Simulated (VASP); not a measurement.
Level of theory: LDA (Ceperley-Alder, Perdew-Zunger), VASP's LDA PAW potentials (set 64) (plane waves; VASP).

A VASP calculation is set up with these files.

File POSCAR:
```
BaSnO3
4.0566190
  0.9999998941   0.0000000000   0.0000000000
  0.0000000000   0.9999998941   0.0000000000
  0.0000000000   0.0000000000   0.9999998941
Ba Sn O
1 1 3
Cartesian
  0.0000000000   0.0000000000   0.0000000000
  0.4999999470   0.4999999470   0.4999999470
  0.4999999470   0.0000000000   0.4999999470
  0.0000000000   0.4999999470   0.4999999470
  0.4999999470   0.4999999470   0.0000000000
```

**INCAR**
```
ALGO = Normal
EDIFF = 1E-7
ENCUT = 520
ISIF = 2
ISMEAR = 0
LASPH = T
LCHARG = F
LMAXMIX = 4
LREAL = F
LWAVE = F
NELM = 100
PREC = Accurate
SIGMA = 0.05
SYSTEM = BaSnO3
```

### KPOINTS
```
K-points
0
G
 6 6 6
0 0 0
```

POTCAR, in this order: Ba_sv Sn_d O (LDA.64 set). Program: vasp_std.

Output

**OUTCAR**
```
 ion  position               nearest neighbor table
   1  0.000  0.000  0.000-   3 2.87   4 2.87   5 2.87   3 2.87   4 2.87   4 2.87   5 2.87   4 2.87
                             3 2.87   5 2.87   3 2.87   5 2.87   2 3.51   2 3.51   2 3.51   2 3.51
   2  0.500  0.500  0.500-   3 2.03   4 2.03   5 2.03   5 2.03   3 2.03   4 2.03   1 3.51   1 3.51
                             1 3.51   1 3.51   1 3.51   1 3.51   1 3.51   1 3.51
   3  0.500  0.000  0.500-   2 2.03   2 2.03   1 2.87   1 2.87   1 2.87   1 2.87
   4  0.000  0.500  0.500-   2 2.03   2 2.03   1 2.87   1 2.87   1 2.87   1 2.87
   5  0.500  0.500  0.000-   2 2.03   2 2.03   1 2.87   1 2.87   1 2.87   1 2.87
  LATTYP: Found a simple cubic cell.
 ALAT       =     4.0566185704
 Subroutine PRICEL returns:
 Original cell was already a primitive cell.
 Subroutine GETGRP returns: Found 48 space group operations
The static configuration has the point symmetry O_h .
The dynamic configuration has the point symmetry O_h .
 Subroutine INISYM returns: Found 48 space group operations
 Subroutine IBZKPT returns following result:
 Found     20 irreducible k-points:

 Following reciprocal coordinates:
            Coordinates               Weight
  0.000000  0.000000  0.000000      1.000000
  0.166667  0.000000  0.000000      6.000000
  0.333333  0.000000  0.000000      6.000000
  0.500000  0.000000  0.000000      3.000000
...
```

**OSZICAR**
```
       N       E                     dE             d eps       ncg     rms          rms(c)
DAV:   1     0.461990641862E+03    0.46199E+03   -0.22413E+04  1050   0.229E+03
DAV:   2     0.932235530291E+01   -0.45267E+03   -0.43951E+03  1185   0.572E+02
DAV:   3    -0.383551567981E+02   -0.47678E+02   -0.46650E+02  1193   0.167E+02
DAV:   4    -0.401252234240E+02   -0.17701E+01   -0.17654E+01  1279   0.327E+01
DAV:   5    -0.401858313977E+02   -0.60608E-01   -0.60583E-01  1452   0.571E+00    0.143E+01
DAV:   6    -0.355398508064E+02    0.46460E+01   -0.25511E+01  1434   0.647E+01    0.672E+00
DAV:   7    -0.355146434113E+02    0.25207E-01   -0.16616E+00  1165   0.826E+00    0.339E+00
DAV:   8    -0.354390759692E+02    0.75567E-01   -0.26843E-01  1413   0.388E+00    0.723E-01
DAV:   9    -0.354266800035E+02    0.12396E-01   -0.61880E-02  1499   0.258E+00    0.168E-01
DAV:  10    -0.354270232294E+02   -0.34323E-03   -0.44704E-03  1412   0.636E-01    0.838E-02
DAV:  11    -0.354268888977E+02    0.13433E-03   -0.13497E-03  1522   0.367E-01    0.250E-02
DAV:  12    -0.354268834822E+02    0.54155E-05   -0.66937E-05  1309   0.666E-02    0.149E-02
DAV:  13    -0.354268821050E+02    0.13772E-05   -0.12291E-05  1454   0.222E-02    0.159E-03
DAV:  14    -0.354268821295E+02   -0.24540E-07   -0.33373E-07  1101   0.571E-03
   1 F= -.35426882E+02 E0= -.35426882E+02  d E =-.702292E-11
```

### OUTCAR
```
------------------------ aborting loop because EDIFF is reached ----------------------------------------
  FORCE on cell =-STRESS in cart. coord.  units (eV):
  Direction    XX          YY          ZZ          XY          YZ          ZX
  --------------------------------------------------------------------------------------
  Total        2.2456020      2.2456020      2.2456020     -0.0000000     -0.0000000      0.0000000
  in kB       53.8952943     53.8952943     53.8952943     -0.0000000     -0.0000000      0.0000000
  external PRESSURE =      53.8952943 kB  Pullay stress =       0.0000000 kB
  volume of cell :       66.76
      direct lattice vectors                 reciprocal lattice vectors
     4.056618570  0.000000000  0.000000000     0.246510729  0.000000000  0.000000000
     0.000000000  4.056618570  0.000000000     0.000000000  0.246510729  0.000000000
     0.000000000  0.000000000  4.056618570     0.000000000  0.000000000  0.246510729
 POSITION                                       TOTAL-FORCE (eV/Angst)
 -----------------------------------------------------------------------------------
      0.00000      0.00000      0.00000         0.000000      0.000000      0.000000
      2.02831      2.02831      2.02831         0.000000      0.000000      0.000000
      2.02831      0.00000      2.02831         0.000000      0.000000      0.000000
      0.00000      2.02831      2.02831         0.000000      0.000000      0.000000
      2.02831      2.02831      0.00000         0.000000      0.000000      0.000000
 -----------------------------------------------------------------------------------
    total drift:                                0.000000      0.000000     -0.000000
  FREE ENERGIE OF THE ION-ELECTRON SYSTEM (eV)
  ---------------------------------------------------
  free  energy   TOTEN  =       -35.4268821295 eV

  energy  without entropy=      -35.4268821295  energy(sigma->0) =      -35.42688213
```
(Selected blocks of OUTCAR.)

**OUTCAR**
```
 val. band max:        4.5622054827   @ k =   0.5000   0.5000   0.5000

 cond. band min:       5.9573847374   @ k =   0.0000   0.0000   0.0000


 Fermi energy:         4.7735999310

 k-point     1 :       0.0000    0.0000    0.0000
  band No.  band energies     occupation
      1     -20.1579      2.00000
      2     -15.9773      2.00000
      3     -15.9773      2.00000
      4     -15.0056      2.00000
      5     -15.0056      2.00000
      6     -15.0056      2.00000
      7     -13.1345      2.00000
      8      -9.7847      2.00000
      9      -9.7847      2.00000
     10      -5.4634      2.00000
     11      -5.4634      2.00000
     12      -5.4634      2.00000
     13      -0.1568      2.00000
     14      -0.1568      2.00000
     15      -0.1568      2.00000
     16       3.4217      2.00000
     17       3.4217      2.00000
     18       3.4217      2.00000
     19       4.0590      2.00000
     20       4.0590      2.00000
     21       4.0590      2.00000
     22       5.9574      0.00000
     23       9.3630      0.00000
     24       9.3630      0.00000
     25      11.8962      0.00000

 k-point     2 :       0.1667    0.0000    0.0000
  band No.  band energies     occupation
      1     -20.1306      2.00000
      2     -15.9760      2.00000
      3     -15.8969      2.00000
      4     -15.0119      2.00000
      5     -15.0119      2.00000
      6     -15.0054      2.00000
      7     -13.0957      2.00000
      8     -10.2204      2.00000
      9      -9.7768      2.00000
     10      -5.3948      2.00000
     11      -5.3948      2.00000
     12      -5.2996      2.00000
     13      -0.2081      2.00000
     14      -0.2081      2.00000
     15      -0.1701      2.00000
     16       3.1855      2.00000
     17       3.3305      2.00000
     18       3.3305      2.00000
     19       3.4496      2.00000
     20       3.9552      2.00000
     21       3.9552      2.00000
     22       6.9524      0.00000
     23       9.8612      0.00000
...
```

Unless said otherwise, spin-orbit coupling is left out, though it shifts the bands of the heavy elements here.

The compound is BaSnO3 in the cubic perovskite structure. This cell is one point of a volume scan, at 0.97 of the reference volume.
